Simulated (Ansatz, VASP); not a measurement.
## Fe: VASP beside Ansatz

Contents of INCAR:

```
SYSTEM = Fe
ALGO = Normal
EDIFF = 1E-6
ENCUT = 520
GGA = PE
ISIF = 2
ISMEAR = -1
ISPIN = 2
LASPH = .TRUE.
LCHARG = .FALSE.
LMAXMIX = 4
LORBIT = 11
LREAL = .FALSE.
LWAVE = .FALSE.
MAGMOM = 2.6 -2.6
NBANDS = 19
NELM = 150
PREC = Accurate
SIGMA = 0.1
```

Contents of KPOINTS:

```
k-points
0
G
  12 12 6
  0 0 0
```

The input POSCAR:

```
Fe
1.0
    0.0000000000      1.7545000000      1.7545000000
    1.7545000000      0.0000000000      1.7545000000
    3.5090000000      3.5090000000      0.0000000000
Fe
2
Direct
    0.0000000000      0.0000000000      0.0000000000
    0.0000000000      0.0000000000      0.5000000000
```

Input for Ansatz:

```yaml
crystal:
  lattice:
    - [0.0, 1.7545, 1.7545]
    - [1.7545, 0.0, 1.7545]
    - [3.509, 3.509, 0.0]
  atoms:
    - { symbol: Fe, position: [0.0, 0.0, 0.0], spin: 2.6 }
    - { symbol: Fe, position: [0.0, 0.0, 0.5], spin: -2.6 }
magnetization:
  spin_polarized: true
hamiltonian:
  xc: pbe
  pseudopotentials: { kind: paw }
basis:
  ecutwfc: 420
kpoints:
  mp_grid: { grid: [12, 12, 6] }
scf:
  occupations: { method: fermi_dirac, width: 0.1 }
  lower_state_search: "off"
output:
  forces: true
  stress: true
```

Change from the starting cell: moments +- scaled by 0.65, plain SCF.

Alike in both runs: task single point; functional PBE; k mesh 12 × 12 × 6; occupations fermi-dirac, width 0.1 eV; collinear spin.

|  | VASP | Ansatz |
| --- | --- | --- |
| version | VASP 6.6.1 | Ansatz 0.2.0 |
| potentials or method | VASP PAW PBE potentials, release 64 (Fe) | PAW, plane waves, scalar-relativistic |
| plane-wave cutoff (eV) | 520 | 420 |
| valence electrons in the cell | 16 | 32 |

|  | VASP | Ansatz | Ansatz less VASP |
| --- | --- | --- | --- |
| pressure (GPa) | -4.9 | -4.9 | -0.03 |
| largest component of the traceless stress (GPa) | 2.74 | 2.70 | -0.043 |
| net moment per atom (μB) | 0.00 | 0.00 | 0.000 |
| size of the moment on the site where the two differ most (μB) | 1.23 | 1.19 | -0.039 |

Site moments also hang on the region over which each program counts them. The functional is the same, so the differences come from potentials, cutoffs and numerics. The two sets of potentials don't hold the same shells in valence.
